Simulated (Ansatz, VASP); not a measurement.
**One calculation of MgO, two programs**

INCAR

```
SYSTEM = MgO
PREC     = Accurate       ! precision mode
ENCUT    = 520            ! plane-wave cutoff, eV
EDIFF    = 1E-7           ! SCF threshold, eV
ISMEAR   = 0              ! smearing method
SIGMA    = 0.05           ! smearing width, eV
LREAL    = .False.        ! projectors in reciprocal space
LASPH    = .True.         ! aspherical terms in the spheres
NELM     = 100            ! most SCF steps
ALGO     = Normal         ! electronic algorithm
ISIF     = 2              ! what is computed and relaxed
LWAVE    = .False.        ! write WAVECAR
LCHARG   = .True.         ! write CHGCAR
GGA      = CA             ! functional
LELF     = .True.         ! ELF
LVHAR    = .True.       
NBANDS   = 11             ! bands
```

The input KPOINTS:

```
regular mesh
0
Gamma
  9 9 8
  0 0 0
```

File POSCAR:

```
MgO
1.0
    3.0261615305      0.0000000000      0.0000000000
   -1.5130807653      2.6207327614      0.0000000000
    0.0000000000      0.0000000000      2.6796800000
Mg O
1 1
Direct
    0.0000000000      0.0000000000      0.0000000000
    0.3333333333      0.6666666667      0.5000000000
```

Input for Ansatz:

```yaml
crystal:
  lattice:
    - [3.0261615305, 0.0, 0.0]
    - [-1.5130807653, 2.6207327614, 0.0]
    - [0.0, 0.0, 2.67968]
  atoms:
    - { symbol: Mg, position: [0.0, 0.0, 0.0] }
    - { symbol: O, position: [0.3333333333, 0.6666666667, 0.5] }
basis:
  ecutwfc: 420
kpoints:
  mp_grid: { grid: [9, 9, 8] }
hamiltonian:
  xc: lda
scf:
  occupations: { method: gaussian, width: 0.05 }
output:
  forces: true
  stress: true
  eigenvalues: true
```

Change from the starting cell: strain +0.030 along x and y, +0.000 along z, atoms carried along.

Alike in both runs: task single point; functional LDA; k mesh 9 × 9 × 8; occupations gaussian, width 0.05 eV; no spin polarisation.

|  | VASP | Ansatz |
| --- | --- | --- |
| version | VASP 6.6.1 | Ansatz 0.2.0 |
| potentials or method | VASP PAW LDA potentials, release 64 (Mg, O) | scalar-relativistic, plane waves, PAW |
| plane-wave cutoff (eV) | 520 | 420 |
| valence electrons in the cell | 8 | 16 |

```tsv
	VASP	Ansatz	Ansatz less VASP
gap on the k mesh at the Fermi level (eV)	2.35	2.35	+0.005
least direct gap on the mesh (eV)	2.69	2.69	+0.002
pressure (GPa)	-16.5	-14.9	+1.56
largest component of the traceless stress (GPa)	7.31	7.42	+0.113
```

The two sets of potentials don't hold the same shells in valence.

Caveats: so large a pressure means that the cell lies far from this level's equilibrium, or that cutoff or potentials fall short (VASP); an odd mesh through Γ misses points on the zone boundary, where band edges often lie.
